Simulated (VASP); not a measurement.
Write the native input for VASP 6.6.1 that does the following.

```yaml
Task: relaxation of the atoms
Functional: PBE
Potentials_or_basis: VASP PAW PBE potentials, release 64 (Al)
Cutoff: 240 eV
k_mesh: 11 × 11 × 1
Occupations: methfessel-paxton, width 0.1 eV
Spin: no spin polarisation
Dipole_correction: yes
Further_INCAR_settings: ALGO = Fast; EDIFF = 1e-07; IBRION = 2; EDIFFG = -0.02; NSW = 90
```

The structure of Al lies in POSCAR:

```
Al
1.0
    2.9124880100      0.0000000000      0.0000000000
    0.0000000000      2.9124880100      0.0000000000
    0.0000000000      0.0000000000     21.9889459200
Al
3
Direct
    0.5000000000      0.5000000000      0.4097258700
    0.0000000000      0.0000000000      0.5000000000
    0.5000000000      0.5000000000      0.5902741300
```

The cell was built by a generator and needn't be a form met in nature.

The input as run:

INCAR

```
SYSTEM = Al
PREC = Accurate
ENCUT = 240
EDIFF = 1E-7
ISMEAR = 1
SIGMA = 0.1
LREAL = .False.
LASPH = .True.
NELM = 120
ALGO = Fast
ISIF = 2
LWAVE = .False.
LCHARG = .False.
LDIPOL = .True.
IDIPOL = 3
DIPOL = 0.5 0.5 0.500
GGA = PE
IBRION = 2
NSW = 90
EDIFFG = -0.02
KPAR = 2
```

KPOINTS

```
regular mesh
0
Gamma
  11 11 1
  0 0 0
```

Potentials or basis: VASP PAW PBE potentials, release 64 (Al).

Launch:

```sh
$ cat potpaw_PBE.64/Al/POTCAR > POTCAR
$ mpirun -np 2 vasp_std > vasp.out
```

Results of the run:

The energy gained by relaxing is 2.3 meV/atom and the ionic steps are 4. The largest force after relaxing is 0.004 eV/Å. The band gap on the k mesh is none (metal or under the smearing width).

Wall time 9.2 s on 2 MPI ranks on Intel(R) Xeon(R) 6975P-C (Granite Rapids), with other jobs on the host, peak memory 0.15 GiB a rank.
